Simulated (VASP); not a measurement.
# TiC (P-6m2) in VASP: further runs

The runs below take TiC through band structure, with TB-mBJ, HSE03, SCAN0.

All numbers are computed with VASP 6.6.1; they aren't measurements. Logs are shortened: lines on timing, memory, paths and dates and some standing lists are left out, and cuts for length are marked.

## Step 1: Starting point

Symmetry: P-6m2, No. 187, hexagonal system. The conventional cell has a = 3.042 Å, b = 3.042 Å, c = 2.698 Å, α = 90.00°, β = 90.00°, γ = 120.00°. Around Ti (site symmetry -6m2) lie 6 C at 2.21 Å. C (site symmetry -6m2) has 6 Ti at 2.21 Å as nearest neighbours.

The cell was built by a generator and needn't be a form met in nature.

## Step 2: Band structure, TB-mBJ

POSCAR

```
TiC
1.0
    3.0420900000      0.0000000000      0.0000000000
   -1.5210400000      2.6345200000      0.0000000000
    0.0000000000      0.0000000000      2.6979700000
Ti C
1 1
Direct
    0.0000000000      0.0000000000      0.5000000000
    0.3333300000      0.6666700000      0.0000000000
```

INCAR.step1

```
PREC     = Accurate       # precision mode
ENCUT    = 520            # plane-wave cutoff, eV
EDIFF    = 1E-5           # SCF threshold, eV
ISMEAR   = -1             # smearing method
SIGMA    = 0.05           # smearing width, eV
LREAL    = F              # projectors in reciprocal space
LASPH    = T              # aspherical terms in the spheres
NELM     = 100            # most SCF steps
ALGO     = Normal         # electronic algorithm
ISIF     = 2              # what is computed and relaxed
LWAVE    = T              # write WAVECAR
LCHARG   = F              # write CHGCAR
LMAXMIX  = 4              # l up to which the mixer works
GGA      = PE             # functional
```

INCAR.step2

```
PREC     = Accurate       # precision mode
ENCUT    = 520            # plane-wave cutoff, eV
EDIFF    = 1E-6           # SCF threshold, eV
ISMEAR   = -1             # smearing method
SIGMA    = 0.05           # smearing width, eV
LREAL    = F              # projectors in reciprocal space
LASPH    = T              # aspherical terms in the spheres
NELM     = 100            # most SCF steps
ALGO     = Normal         # electronic algorithm
ISIF     = 2              # what is computed and relaxed
LWAVE    = F              # write WAVECAR
LCHARG   = F              # write CHGCAR
LMAXMIX  = 4              # l up to which the mixer works
METAGGA  = MBJ            # meta-GGA
ISTART   = 1
```

KPOINTS

```
Automatic mesh
0
Gamma
  10 10 10
```

KPOINTS_OPT

```
path GMKGALHA,LM,KH
15
line-mode
reciprocal
 0.0000000000  0.0000000000  0.0000000000  G
 0.5000000000  0.0000000000  0.0000000000  M

 0.5000000000  0.0000000000  0.0000000000  M
 0.3333333333  0.3333333333  0.0000000000  K

 0.3333333333  0.3333333333  0.0000000000  K
 0.0000000000  0.0000000000  0.0000000000  G

 0.0000000000  0.0000000000  0.0000000000  G
 0.0000000000  0.0000000000  0.5000000000  A

 0.0000000000  0.0000000000  0.5000000000  A
 0.5000000000  0.0000000000  0.5000000000  L

 0.5000000000  0.0000000000  0.5000000000  L
 0.3333333333  0.3333333333  0.5000000000  H

 0.3333333333  0.3333333333  0.5000000000  H
 0.0000000000  0.0000000000  0.5000000000  A

 0.5000000000  0.0000000000  0.5000000000  L
 0.5000000000  0.0000000000  0.0000000000  M

 0.3333333333  0.3333333333  0.0000000000  K
 0.3333333333  0.3333333333  0.5000000000  H
```

Potentials or basis: VASP PAW PBE potentials, release 64 (Ti_sv, C).

Command:

```console
$ cat potpaw_PBE.64/Ti_sv/POTCAR potpaw_PBE.64/C/POTCAR > POTCAR
$ cp INCAR.step1 INCAR
$ mpirun -np 1 vasp_std > vasp.out
$ cp INCAR.step2 INCAR
$ mpirun -np 1 vasp_std > vasp.out
```

OUTCAR:

```text
PREC = Accurate
   ENCUT = 520
   EDIFF = 1E-6
   ISMEAR = -1
   LREAL = F
   LASPH = T
   NELM = 100
   ISIF = 2
   METAGGA = MBJ
   ISTART = 1

 ion  position               nearest neighbor table
   1  0.000  0.000  0.500-   2 2.21   2 2.21   2 2.21   2 2.21   2 2.21   2 2.21
   2  0.333  0.667  0.000-   1 2.21   1 2.21   1 2.21   1 2.21   1 2.21   1 2.21

  LATTYP: Found a hexagonal cell.
 ALAT       =     3.0420900000
 C/A-ratio  =     0.8868804013

  Lattice vectors:

 A1 = (   3.0420900000,   0.0000000000,   0.0000000000)
 A2 = (  -1.5210400000,   2.6345200000,   0.0000000000)
 A3 = (   0.0000000000,   0.0000000000,   2.6979700000)

Analysis of symmetry for initial positions (statically):
=====================================================================
 Subroutine PRICEL returns:
 Original cell was already a primitive cell.

 Routine SETGRP: Setting up the symmetry group for a
 hexagonal supercell.

 Subroutine GETGRP returns: Found  4 space group operations
 (whereof  4 operations were pure point group operations)
 out of a pool of 24 trial point group operations.

The static configuration has the point symmetry C_2v.

Analysis of symmetry for dynamics (positions and initial velocities):
=====================================================================
 Subroutine PRICEL returns:
 Original cell was already a primitive cell.

 Routine SETGRP: Setting up the symmetry group for a
 hexagonal supercell.

 Subroutine GETGRP returns: Found  4 space group operations
 (whereof  4 operations were pure point group operations)
 out of a pool of 24 trial point group operations.

The dynamic configuration has the point symmetry C_2v.

 Subroutine INISYM returns: Found  4 space group operations
 (whereof  4 operations are pure point group operations),
 and found     1 'primitive' translations

----------------------------------------------------------------------------------------

                                     Primitive cell

  volume of cell :      21.6227

  direct lattice vectors                    reciprocal lattice vectors
     3.042090000  0.000000000  0.000000000     0.328721372  0.189787269  0.000000000
    -1.521040000  2.634520000  0.000000000     0.000000000  0.379575786  0.000000000
     0.000000000  0.000000000  2.697970000     0.000000000  0.000000000  0.370649044

  length of vectors
     3.042090000  3.042081247  2.697970000     0.379574694  0.379575786  0.370649044

  position of ions in fractional coordinates (direct lattice)
     0.000000000  0.000000000  0.500000000
     0.333330000  0.666670000  0.000000000

  ion indices of the primitive-cell ions
   primitive index   ion index
                 1           1
                 2           2

----------------------------------------------------------------------------------------

 KPOINTS: Automatic mesh

Automatic generation of k-mesh.
 Grid dimensions read from file:
 generate k-points for:   10   10   10

 Generating k-lattice:

  Cartesian coordinates                     Fractional coordinates (reciprocal lattice)
     0.032872137  0.018978727  0.000000000     0.100000000  0.000000000  0.000000000
     0.000000000  0.037957579  0.000000000     0.000000000  0.100000000  0.000000000
     0.000000000  0.000000000  0.037064904     0.000000000  0.000000000  0.100000000

  Length of vectors
     0.037957469  0.037957579  0.037064904

  Shift w.r.t. Gamma in fractional coordinates (k-lattice)
     0.000000000  0.000000000  0.000000000

 Subroutine IBZKPT returns following result:
 ===========================================

 Found    186 irreducible k-points:

 Following reciprocal coordinates:
            Coordinates               Weight
  0.000000  0.000000  0.000000      1.000000
  0.100000  0.000000  0.000000      4.000000
 -0.100000  0.100000  0.000000      2.000000
  0.200000  0.000000  0.000000      4.000000
 -0.200000  0.200000  0.000000      2.000000
  0.300000  0.000000  0.000000      4.000000
[... 16 lines left out ...]
  0.200000  0.200000  0.000000      2.000000
[... 40 lines left out ...]

 Free energy of the ion-electron system (eV)
  ---------------------------------------------------
  ext. energy  EPLUGINS =         0.00000000
  ---------------------------------------------------
  free energy    TOTEN  =        50.94772134 eV

  energy without entropy =       50.94991157  energy(sigma->0) =       50.94881645

 E-fermi :   8.7821     XC(G=0): -13.0565

 val. band max:        8.7671608118   @ k =   0.2000   0.2000   0.0000
 cond. band min:       8.8493355664   @ k =   0.5000   0.0000   0.0000
 fundamental gap:      0.0821747546
 Fermi energy:         8.7820726692

 k-point     1 :       0.0000    0.0000    0.0000
  band No.  band energies     occupation
      1     -48.5525      2.00000
      2     -24.2933      2.00000
      3     -24.2933      2.00000
      4     -23.8854      2.00000
      5      -3.4429      2.00000
      6       7.1618      2.00000
      7       7.1618      2.00000
      8       8.1284      2.00000
      9      11.2000      0.00000
     10      11.9218      0.00000
     11      11.9218      0.00000
     12      14.5610      0.00000

 k-point     2 :       0.1000    0.0000    0.0000
  band No.  band energies     occupation
      1     -48.5476      2.00000
      2     -24.3307      2.00000
      3     -24.3017      2.00000
      4     -23.8812      2.00000
      5      -3.2776      2.00000
      6       6.7688      2.00000
      7       7.2915      2.00000
      8       8.2827      1.99991
      9      10.4508      0.00000
     10      11.8925      0.00000
     11      12.7544      0.00000
     12      14.1993      0.00000

 k-point     3 :      -0.1000    0.1000    0.0000
  band No.  band energies     occupation
      1     -48.5476      2.00000
      2     -24.3307      2.00000
      3     -24.3017      2.00000
      4     -23.8812      2.00000
      5      -3.2776      2.00000
      6       6.7688      2.00000
      7       7.2915      2.00000
      8       8.2827      1.99991
      9      10.4507      0.00000
     10      11.8925      0.00000
     11      12.7544      0.00000
     12      14.1992      0.00000
[... 286 lines left out ...]
 k-point    23 :       0.2000    0.2000    0.0000
  band No.  band energies     occupation
      1     -48.5119      2.00000
      2     -24.5644      2.00000
      3     -24.3971      2.00000
      4     -23.8485      2.00000
      5      -1.8637      2.00000
      6       4.9645      2.00000
      7       7.5388      2.00000
      8       8.7672      1.14802
      9       9.1720      0.00082
     10      11.4953      0.00000
     11      12.3332      0.00000
     12      12.8983      0.00000

 k-point    24 :      -0.2000    0.4000    0.0000
  band No.  band energies     occupation
      1     -48.5119      2.00000
      2     -24.5644      2.00000
      3     -24.3971      2.00000
      4     -23.8485      2.00000
      5      -1.8637      2.00000
      6       4.9644      2.00000
      7       7.5389      2.00000
      8       8.7671      1.14850
      9       9.1719      0.00082
     10      11.4953      0.00000
     11      12.3332      0.00000
     12      12.8983      0.00000

 [... further k-points ...]
[... 5 lines left out ...]
  --------------------------------------------------------------------------------------
  -------------------------------------------------------------------------------------
  Total      -63.9795545    -63.9795389    -64.9010644     -0.0004116      0.0000000      0.0000000
  in kB    -4740.6852249  -4740.6840699  -4808.9662316     -0.0305018      0.0000000      0.0000000
  external PRESSURE =   -4763.4451754 kB  Pullay stress =       0.0000000 kB

 VOLUME and BASIS-vectors are now :
 -----------------------------------------------------------------------------
  energy-cutoff  :      520.00
  volume of cell :       21.62
      direct lattice vectors                 reciprocal lattice vectors
     3.042090000  0.000000000  0.000000000     0.328721372  0.189787269  0.000000000
    -1.521040000  2.634520000  0.000000000     0.000000000  0.379575786  0.000000000
     0.000000000  0.000000000  2.697970000     0.000000000  0.000000000  0.370649044

 POSITION                                       TOTAL-FORCE (eV/Angst)
 -----------------------------------------------------------------------------------
      0.00000      0.00000      1.34899        -0.000151      0.000087      0.000000
     -0.00001      1.75636      0.00000         0.000151     -0.000087      0.000000
 -----------------------------------------------------------------------------------
    total drift:                                0.000273     -0.000020     -0.000000

  FREE ENERGIE OF THE ION-ELECTRON SYSTEM (eV)
  ---------------------------------------------------
  free  energy   TOTEN  =        50.9477213396 eV

  energy  without entropy=       50.9499115683  energy(sigma->0) =       50.94881645
```

It took 5 min on 1 thread of Intel Xeon Platinum 8259CL at 2.50GHz (Skylake/Cascade Lake), shared host; peak memory 0.22 GiB.

What came out:

| Property | Result |
| --- | --- |
| Band gap along the path | none (metal or under the smearing width) |

Levels at the corners of the path, in eV from the Fermi level:
| point | band 6 | band 7 | band 8 | band 9 | band 10 | band 11 |
| --- | --- | --- | --- | --- | --- | --- |
| Γ | -1.62 | -1.62 | -0.65 | 2.42 | 3.14 | 3.14 |
| M | -4.69 | -0.41 | -0.38 | 0.07 | 2.84 | 3.55 |
| M | -4.69 | -0.41 | -0.38 | 0.07 | 2.84 | 3.55 |
| K | -3.48 | -3.04 | -0.35 | 1.93 | 2.29 | 2.40 |
| K | -3.48 | -3.04 | -0.35 | 1.93 | 2.29 | 2.40 |
| Γ | -1.62 | -1.62 | -0.65 | 2.42 | 3.14 | 3.14 |
| Γ | -1.62 | -1.62 | -0.65 | 2.42 | 3.14 | 3.14 |
| A | -5.29 | -0.72 | -0.72 | 1.24 | 1.24 | 4.69 |
| A | -5.29 | -0.72 | -0.72 | 1.24 | 1.24 | 4.69 |
| L | -4.03 | -2.68 | -2.41 | 2.16 | 3.28 | 4.43 |
| L | -4.03 | -2.68 | -2.41 | 2.16 | 3.28 | 4.43 |
| H | -4.57 | -3.80 | -0.50 | 1.60 | 4.21 | 4.61 |
| H | -4.57 | -3.80 | -0.50 | 1.60 | 4.21 | 4.61 |
| A | -5.29 | -0.72 | -0.72 | 1.24 | 1.24 | 4.69 |
| L | -4.03 | -2.68 | -2.41 | 2.16 | 3.28 | 4.43 |
| M | -4.69 | -0.41 | -0.38 | 0.07 | 2.84 | 3.55 |
| K | -3.48 | -3.04 | -0.35 | 1.93 | 2.29 | 2.40 |
| H | -4.57 | -3.80 | -0.50 | 1.60 | 4.21 | 4.61 |

Caveat: the PAW data sets were made with another functional, which shifts forces and pressure a little.

## Step 3: Band structure, HSE03

POSCAR is that of step 2.

INCAR.step1

```
PREC = Accurate
ENCUT = 520
EDIFF = 1E-5
ISMEAR = -1
SIGMA = 0.05
LREAL = False
LASPH = True
NELM = 100
ALGO = Normal
ISIF = 2
LWAVE = True
LCHARG = False
LMAXMIX = 4
GGA = PE
```

INCAR.step2

```
PREC = Accurate
ENCUT = 520
EDIFF = 1E-7
ISMEAR = -1
SIGMA = 0.05
LREAL = False
LASPH = True
NELM = 100
ALGO = Normal
ISIF = 2
LWAVE = False
LCHARG = False
LMAXMIX = 4
GGA = PE
LHFCALC = True
HFSCREEN = 0.3
PRECFOCK = Fast
ISTART = 1
```

KPOINTS

```
Automatic mesh
0
Gamma
  5 5 5
```

KPOINTS_OPT, as its differences from that of step 2:

```diff
@@ -1,3 +1,3 @@
 path GMKGALHA,LM,KH
-15
+10
 line-mode
```

Potentials or basis: VASP PAW PBE potentials, release 64 (Ti_sv, C).

Command:

```console
$ cat potpaw_PBE.64/Ti_sv/POTCAR potpaw_PBE.64/C/POTCAR > POTCAR
$ cp INCAR.step1 INCAR
$ mpirun -np 1 vasp_std > vasp.out
$ cp INCAR.step2 INCAR
$ mpirun -np 1 vasp_std > vasp.out
```

It took 24 min on 1 thread of Intel Xeon Platinum 8488C (Sapphire Rapids), shared host; peak memory 0.26 GiB.

Results (log left out):

```yaml
Free_energy: -19.9213 eV
Pressure: -4.4 GPa
Band_gap_along_the_path: none (metal or under the smearing width)
```

Stress tensor (GPa, compression positive):
```
-1.64  0.00  0.00
 0.00 -1.64  0.00
 0.00  0.00 -9.88
```

Levels at the corners of the path, in eV from the Fermi level:
```csv
point,band 6,band 7,band 8,band 9,band 10,band 11
Γ,-1.82,-1.82,-0.93,2.65,3.95,3.95
M,-5.66,-0.61,-0.31,0.07,3.59,4.29
M,-5.66,-0.61,-0.31,0.07,3.59,4.29
K,-4.25,-3.80,-0.28,2.46,2.77,2.92
K,-4.25,-3.80,-0.28,2.46,2.77,2.92
Γ,-1.82,-1.82,-0.93,2.65,3.95,3.95
Γ,-1.82,-1.82,-0.93,2.65,3.95,3.95
A,-6.39,-0.68,-0.68,1.69,1.69,5.39
A,-6.39,-0.68,-0.68,1.69,1.69,5.39
L,-4.61,-3.12,-2.66,1.93,4.14,5.23
L,-4.61,-3.12,-2.66,1.93,4.14,5.23
H,-5.14,-4.33,-0.80,1.69,4.89,5.54
H,-5.14,-4.33,-0.80,1.69,4.89,5.54
A,-6.39,-0.68,-0.68,1.69,1.69,5.39
L,-4.61,-3.12,-2.66,1.93,4.14,5.23
M,-5.66,-0.61,-0.31,0.07,3.59,4.29
K,-4.25,-3.80,-0.28,2.46,2.77,2.92
H,-5.14,-4.33,-0.80,1.69,4.89,5.54
```

Caveat: the k mesh is coarse (spacing up to 0.48 Å⁻¹), so the values aren't converged, least of all with exact exchange; the PAW data sets were made with another functional, which shifts forces and pressure a little.

## Step 4: Band structure, SCAN0

POSCAR is that of step 3.

INCAR.step1

```
ALGO = Normal
EDIFF = 1E-5
ENCUT = 520
GGA = PE
ISIF = 2
ISMEAR = -1
LASPH = True
LCHARG = False
LMAXMIX = 4
LREAL = False
LWAVE = True
NELM = 100
PREC = Accurate
SIGMA = 0.05
```

INCAR.step2

```
AEXX = 0.25
ALGO = Normal
EDIFF = 1E-6
ENCUT = 520
HFRCUT = -1
ISIF = 2
ISMEAR = -1
ISTART = 1
LASPH = True
LCHARG = False
LHFCALC = True
LMAXMIX = 4
LMIXTAU = True
LREAL = False
LWAVE = False
METAGGA = SCAN
NELM = 100
PREC = Accurate
PRECFOCK = Fast
SIGMA = 0.05
```

KPOINTS

```
k-points
0
Gamma
  5 5 5
```

KPOINTS_OPT is that of step 3.

Command:

```console
$ cat potpaw_PBE.64/Ti_sv/POTCAR potpaw_PBE.64/C/POTCAR > POTCAR
$ cp INCAR.step1 INCAR
$ mpirun -np 1 vasp_std > vasp.out
$ cp INCAR.step2 INCAR
$ mpirun -np 1 vasp_std > vasp.out
```

It took 16 min on 1 thread of Intel Xeon 6975P-C (Granite Rapids), shared host; peak memory 0.17 GiB.

It converged, with:

```yaml
Free_energy: -28.9675 eV
Pressure: -6.1 GPa
Band_gap_along_the_path: none (metal or under the smearing width)
```

Stress tensor (GPa, compression positive):
```
 -2.61   0.00   0.00
  0.00  -2.61   0.00
  0.00   0.00 -13.02
```

Levels at the corners of the path, in eV from the Fermi level:
| point | band 4 | band 5 | band 6 | band 7 | band 8 | band 9 | band 10 | band 11 | band 12 |
| --- | --- | --- | --- | --- | --- | --- | --- | --- | --- |
| Γ | -36.77 | -14.68 | -2.37 | -2.37 | -1.34 | 3.31 | 4.65 | 4.65 | 7.46 |
| M | -36.73 | -12.02 | -6.36 | -0.81 | -0.81 | -0.33 | 4.22 | 5.01 | 5.32 |
| M | -36.73 | -12.02 | -6.36 | -0.81 | -0.81 | -0.33 | 4.22 | 5.01 | 5.32 |
| K | -36.71 | -11.65 | -4.87 | -4.37 | -0.61 | 3.18 | 3.53 | 3.56 | 4.97 |
| K | -36.71 | -11.65 | -4.87 | -4.37 | -0.61 | 3.18 | 3.53 | 3.56 | 4.97 |
| Γ | -36.77 | -14.68 | -2.37 | -2.37 | -1.34 | 3.31 | 4.65 | 4.65 | 7.46 |
| Γ | -36.77 | -14.68 | -2.37 | -2.37 | -1.34 | 3.31 | 4.65 | 4.65 | 7.46 |
| A | -37.13 | -11.18 | -7.09 | -1.14 | -1.14 | 2.31 | 2.31 | 6.09 | 6.36 |
| A | -37.13 | -11.18 | -7.09 | -1.14 | -1.14 | 2.31 | 2.31 | 6.09 | 6.42 |
| L | -37.21 | -11.06 | -5.29 | -3.74 | -3.26 | 2.63 | 4.89 | 6.03 | 7.11 |
| L | -37.21 | -11.06 | -5.29 | -3.74 | -3.26 | 2.63 | 4.89 | 6.03 | 7.11 |
| H | -37.36 | -10.81 | -5.84 | -5.01 | -1.33 | 2.44 | 5.72 | 6.25 | 7.14 |
| H | -37.36 | -10.81 | -5.84 | -5.01 | -1.33 | 2.44 | 5.72 | 6.25 | 7.14 |
| A | -37.13 | -11.18 | -7.09 | -1.14 | -1.14 | 2.31 | 2.31 | 6.09 | 6.31 |
| L | -37.21 | -11.06 | -5.29 | -3.74 | -3.26 | 2.63 | 4.89 | 6.03 | 7.11 |
| M | -36.73 | -12.02 | -6.36 | -0.81 | -0.81 | -0.33 | 4.22 | 5.01 | 5.32 |
| K | -36.71 | -11.65 | -4.87 | -4.37 | -0.61 | 3.18 | 3.53 | 3.56 | 4.97 |
| H | -37.36 | -10.81 | -5.84 | -5.01 | -1.33 | 2.44 | 5.72 | 6.25 | 7.14 |

Caveat: the k mesh is coarse (spacing up to 0.48 Å⁻¹), so the values aren't converged, least of all with exact exchange; the PAW data sets were made with another functional, which shifts forces and pressure a little.

## Step 5: The runs side by side

```csv
level,k mesh,further INCAR settings,grid for exact exchange (PRECFOCK),exchange at q = 0,mesh quality,pressure (GPa)
TB-mBJ,10 × 10 × 10,ALGO = Normal; EDIFF = 1e-06,-,-,not flagged,-
HSE03,5 × 5 × 5,ALGO = Normal; EDIFF = 1e-07,Fast,-,coarse,-4.4
SCAN0,5 × 5 × 5,ALGO = Normal; EDIFF = 1e-06,Fast,truncated,coarse,-6.1
```

Alike in all rows: task band structure; potentials or basis VASP PAW PBE potentials, release 64 (Ti_sv, C); no spin polarisation; cell as given; cutoff (eV) 520; smearing fermi-dirac 0.05 eV.

Caveats: some runs use coarse meshes; the PAW data sets were made with another functional, which shifts forces and pressure a little.

Total energies depend on the potentials used, so only differences within one code and one set of settings carry meaning.
